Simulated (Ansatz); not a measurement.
**A sublattice moved along a line in WSe2**

These are results of DFT r2SCAN, scalar-relativistic, plane waves, PAW (Ansatz 0.2.0), not measurements. Cutoff 500 eV, Γ-centred 12×12×2 k-points, Gaussian smearing of 0.05 eV. Spin–orbit coupling is left out, which matters for the heavy elements here. No spin polarisation. Energies are free energies at this smearing, counted from the undisturbed cell; pressure is positive in compression.

Zero of the scan (as given, not relaxed at this level; it stands at -0.2 GPa; this form isn't the usual structure):

```yaml
crystal:
  lattice:
    - [3.31794, 0.00000, 0.00000]
    - [-1.65897, 2.87342, 0.00000]
    - [0.00000, 0.00000, 16.65814]
  atoms:
    - { symbol: W, position: [0.00000, 0.00000, 0.00000] }
    - { symbol: Se, position: [0.33333, 0.66667, 0.09979] }
    - { symbol: Se, position: [0.33333, 0.66667, 0.90021] }
```

The cell holds layers and no dispersion correction was added, so their binding is poorly described.

Every Se atom is moved by x along the Cartesian unit vector (0.707, -0.707, 0.000); the cell and all other atoms stay fixed.

| x (Å) | ΔE (meV/cell) | force along x on the moved atoms (eV/Å) | pressure (GPa) | gap on the mesh (eV) |
| --- | --- | --- | --- | --- |
| -0.3000 | 858.0 | 5.66 | 2.0 | 1.30 |
| -0.2250 | 484.2 | 4.29 | ? | ? |
| -0.1500 | 215.2 | 2.87 | 0.4 | 1.61 |
| 0.0000 | 0.0 | 0.00 | -0.2 | 1.64 |
| 0.0750 | 52.7 | -1.40 | 0.0 | 1.63 |
| 0.2250 | 458.2 | -3.94 | 0.8 | 1.58 |
| 0.3000 | 794.6 | ? | ? | 1.42 |

(1) Give the withheld values.

Answers

(1) pressure (GPa) at x (Å) = -0.2250: 1.0; gap on the mesh (eV) at x (Å) = -0.2250: 1.56; force along x on the moved atoms (eV/Å) at x (Å) = 0.3000: -5.00; pressure (GPa) at x (Å) = 0.3000: 1.6.